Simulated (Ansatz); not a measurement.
Task: a point defect in a supercell of HfN, space group Fm-3m, with Ansatz's Python interface. Give the script and its output. Settings (first run): PBE, PAW, the default cutoff (420 eV here), 3×3×3 k-points, Methfessel-Paxton smearing of 0.05 eV, D4 dispersion.

```xyz
2
Lattice="0.0000 2.2560 2.2560 2.2560 0.0000 2.2560 2.2560 2.2560 0.0000" Properties=species:S:1:pos:R:3 pbc="T T T"
Hf    0.0000    0.0000    0.0000
N     2.2560    2.2560    2.2560
```

`hfn.py`
```python
"""Point defect (interstitial) in HfN."""

import ansatz as az
import numpy as np
from pymatgen.core import Lattice, Structure
from pymatgen.io.ase import AseAtomsAdaptor

pmg_structure = Structure(
    Lattice([(0.0, 2.256, 2.256), (2.256, 0.0, 2.256), (2.256, 2.256, 0.0)]),
    ["Hf", "N"],
    [
        (0.0, 0.0, 0.0),
        (0.5, 0.5, 0.5),
    ],
)
cell = az.Crystal.from_ase(AseAtomsAdaptor.get_atoms(pmg_structure))
host = cell.supercell(2, 2, 2)
defective = host.interstitial("N", at=(0.25, 0.25, 0.25))

def settled(structure):
    return (
        structure.calculation()
        .occupations("Methfessel-Paxton", width=0.05)
        .kpoints(spacing=0.55)
        .functional("PBE", dispersion="d4")
        .band_table()
    )


perfect = settled(host).run().report
calc = settled(defective).forces()
outcome = calc.run()
report = outcome.report

n_host, n_defect = len(perfect["lattice"]["sites"]), len(report["lattice"]["sites"])
print(f"perfect cell: {n_host} atoms, F = {perfect['free_energy_ev']:.4f} eV")
print(f"defect cell:  {n_defect} atoms, F = {report['free_energy_ev']:.4f} eV")
# chemical potentials are still to be added to this difference
print(f"difference {report['free_energy_ev'] - perfect['free_energy_ev']:.4f} eV (no chemical potentials)")

for label, run in (("perfect", perfect), ("defect", report)):
    levels, filled = np.array(run["eigenvalues_ev"][0]), np.array(run["occupations"][0])
    top = int(np.argmin(np.abs(levels - run["fermi_energy_ev"])))
    window = slice(max(top - 3, 0), top + 4)
    print(label, "levels near E_F at the first k-point:", ", ".join(f"{e - run['fermi_energy_ev']:.2f} ({f:.2f})" for e, f in zip(levels[window], filled[window])))
```

```console
$ python hfn.py
DeckWarning: basis.ecutwfc = 420 eV, auto-derived from the records' recommended cutoffs: set by Hf (normal level)
perfect cell: 16 atoms, F = -128874.2557 eV
defect cell:  17 atoms, F = -129251.6302 eV
difference -377.3745 eV (no chemical potentials)
perfect levels near E_F at the first k-point: -3.07 (2.00), -0.51 (2.00), -0.51 (2.00), -0.51 (2.00), 1.67 (0.00), 1.82 (0.00), 1.82 (0.00)
defect levels near E_F at the first k-point: -1.93 (2.00), -1.93 (2.00), -1.93 (2.00), -0.95 (2.00), 1.26 (-0.00), 1.26 (-0.00), 1.26 (-0.00)
```
(Warnings from the package without file and line.)

What to keep in mind:
- Total energies depend on the potentials; only differences at equal settings carry meaning. A total without «per atom» is that of the whole cell that was run.
- No spin polarisation was allowed.
- The computed bands are complete only to about 4.0 eV above the Fermi level.
- Dispersion corrections can be off by several per cent in the lattices of metals, and by several GPa in the pressure at a fixed cell.
- The mesh is modest for a metal, so energies can be off by several to tens of meV an atom and pressures by half a GPa or more; differences at equal mesh fare better.
- The atoms stand at ideal sites; relaxing them can change energy and levels by an eV or more.
- The difference holds no chemical potentials.
- Errors of mesh and smearing per atom add up over the supercell, so the energy can be off by tenths of an eV.
- Each cell's levels count from its own Fermi level and aren't aligned; one k-point can hide that the defect cell is metallic.
- The structure is a deposited one; some such entries were measured under pressure or heat, so a shift against it needn't be the functional's error alone.
- Levels are Kohn-Sham eigenvalues on this mesh, without spin-orbit coupling.
- The supercell is small, so the defect meets its images and the energies aren't those of an isolated defect; a partly filled defect level may also lower its energy by spin or distortion. For a charged cell the difference holds no correction, alignment or term for the electrons' reservoir.
- Timing: 24 s on 1 thread of Arm Neoverse V2, with other jobs on the host, peak memory 0.62 GiB.
